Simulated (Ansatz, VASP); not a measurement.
**RbBr in VASP and in Ansatz**

```
CELL_PARAMETERS angstrom
4.35576 0.00000 0.00000
0.00000 4.35576 0.00000
0.00000 0.00000 3.70240
ATOMIC_POSITIONS crystal
Rb 0.00000 0.00000 0.00000
Br 0.50000 0.50000 0.50000
```

Alike in both runs: task single point; functional PBE; k mesh 6 × 6 × 6; occupations gaussian, width 0.05 eV; no spin polarisation.

|  | VASP | Ansatz |
| --- | --- | --- |
| version | VASP 6.6.1 | Ansatz 0.2.0 |
| potentials or method | VASP PAW PBE potentials, release 64 (Rb_sv, Br) | scalar-relativistic, plane waves, PAW |
| plane-wave cutoff (eV) | 520 | 420 |
| valence electrons in the cell | 16 | 16 |

|  | VASP | Ansatz | Ansatz less VASP |
| --- | --- | --- | --- |
| gap on the k mesh at the Fermi level (eV) | 3.26 | 3.26 | +0.001 |
| least direct gap on the mesh (eV) | 3.35 | 3.35 | +0.001 |
| pressure (GPa) | 0.9 | 0.9 | -0.03 |
| largest component of the traceless stress (GPa) | 3.59 | 3.59 | -0.002 |

A k mesh can miss the band edges. Expect the measured gap to be larger: semilocal functionals such as PBE lack the derivative discontinuity.
